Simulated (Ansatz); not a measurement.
ZnF2:

```xyz
6
Lattice="4.7048 0.0000 0.0000 0.0000 4.7048 0.0000 0.0000 0.0000 3.1338" Properties=species:S:1:pos:R:3 pbc="T T T"
Zn    2.3524    2.3524    1.5669
Zn    0.0000    0.0000    0.0000
F     3.7751    0.9297    1.5669
F     3.2821    3.2821    0.0000
F     0.9297    3.7751    1.5669
F     1.4227    1.4227    0.0000
```

Base run:

| Property | Result |
| --- | --- |
| Program | Ansatz 0.2.0 |
| Functional | r2SCAN |
| Potentials or basis | Ansatz PAW |
| Cutoff | 500 eV |
| Density cutoff | 2000 eV |
| k mesh | 6 × 6 × 9 |
| Occupations | fermi-dirac, width 0.05 eV |
| Spin | no spin polarisation |

Its results: band gap on the k mesh 4.25 eV, direct; pressure -0.4 GPa; largest force 0.049 eV/Å.

Task: After a change of settings the same cell gave: band gap on the k mesh 3.55 eV, direct; pressure 5.9 GPa; largest force 0.019 eV/Å. Which change was it?
A. functional from r2SCAN to PBEsol; cutoff from 500 eV to 420 eV; density cutoff from 2000 eV to 1680 eV
B. functional from r2SCAN to PBE; cutoff from 500 eV to 420 eV; density cutoff from 2000 eV to 1680 eV
C. functional from r2SCAN to LDA; cutoff from 500 eV to 420 eV; density cutoff from 2000 eV to 1680 eV

Result: B.

r2SCAN gives the wider gap, since meta-GGAs in the generalised Kohn-Sham scheme recover part of the derivative discontinuity.

Caveats: the PAW data sets come from PBE, with cores solved anew for the run's functional, which leaves a small shift of forces and pressure (some runs).

Not every run made on this cell is shown here.
